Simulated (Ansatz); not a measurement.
A run of Ansatz 0.2.0 is set up as follows.

File input.yaml:

```yaml
crystal:
  lattice:
    - [-1.51435, 1.51435, 1.51435]
    - [1.51435, -1.51435, 1.51435]
    - [1.51435, 1.51435, -1.51435]
  atoms:
    - { symbol: V, position: [0.0, 0.0, 0.0], spin: 1.0 }
hamiltonian:
  xc: pbe
  pseudopotentials: { kind: paw }
magnetization:
  spin_polarized: true
  initial_magnetization: 1.0
  spin_locking: { lock_magnetization: hard }
kpoints:
  mp_grid: { grid: [10, 10, 10] }
scf:
  occupations: { method: fermi_dirac, width: 0.05 }
  lower_state_search: "off"
output:
  forces: true
  stress: true
  eigenvalues: true
```

Potentials or basis: Ansatz PAW.

Command:

```bash
$ ansatz run input.yaml --threads 2 --pin off --max-ram 5632MiB --backend cpu --events-out ev --progress --plain --runs-dir out
```

(1) Predict the pressure.

Results:

(1) -0.6 GPa.

Caveat: the total moment is fixed, so each spin has its own Fermi level; the thresholds are loose for stress.
